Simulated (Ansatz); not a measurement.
## Ge: elastic constants with LDA

Crystal: Ge.

```
Ge
1.0
    -1.60842    1.60842    1.87318
     1.60842   -1.60842    1.87318
     1.60842    1.60842   -1.87318
Ge
1
Cartesian
  0.0000 0.0000 1.8732
```

The cell was built by a generator and needn't be a form met in nature.

| Item | Value |
| --- | --- |
| Program | Ansatz 0.2.0 |
| Task | elastic constants |
| Functional | LDA |
| Potentials or basis | Ansatz PAW |
| Cutoff | 420 eV (not typed: the program's choice for these potentials) |
| k mesh | 9 × 9 × 9 |
| Occupations | fermi-dirac, width 0.05 eV |
| Spin | no spin polarisation |
| Atoms under strain | relaxed |

* Pressure: -5.2 GPa
* Band gap on the k mesh: none (metal or under the smearing width)
* Voigt bulk modulus: 50 GPa

Stress tensor (GPa, compression positive):
```
-4.28  0.00  0.00
 0.00 -4.28  0.00
 0.00  0.00 -6.92
```

Levels at points of the mesh, in eV from the Fermi level:
```tsv
k point	band 3	band 4	band 5	band 6	band 7	band 8	band 9	band 10	band 11
(0.00, 0.00, 0.00)	-24.81	-24.78	-24.74	-12.98	8.44	8.73	8.73	13.88	13.88
```

Elastic tensor in Voigt notation (GPa, in the Cartesian axes of the cell as first typed):
```
-76 179  80   0   0   0
179 -76  80   0   0   0
 77  77 -68   0   0   0
  0   0   0 -13   0   0
  0   0   0   0 -13   0
  0   0   0   0   0 -35
```

Wall time 7.2 s on 2 threads of Arm Neoverse V2, with other jobs on the host, peak memory 0.32 GiB.

Caveat: the cell is more than 3 GPa from zero pressure, which shifts response properties; the elastic tensor has a negative eigenvalue, so either the cell is unstable as it stands or the mesh is too thin; the PAW data sets come from PBE, with cores solved anew for the run's functional, which leaves a small shift of forces and pressure.
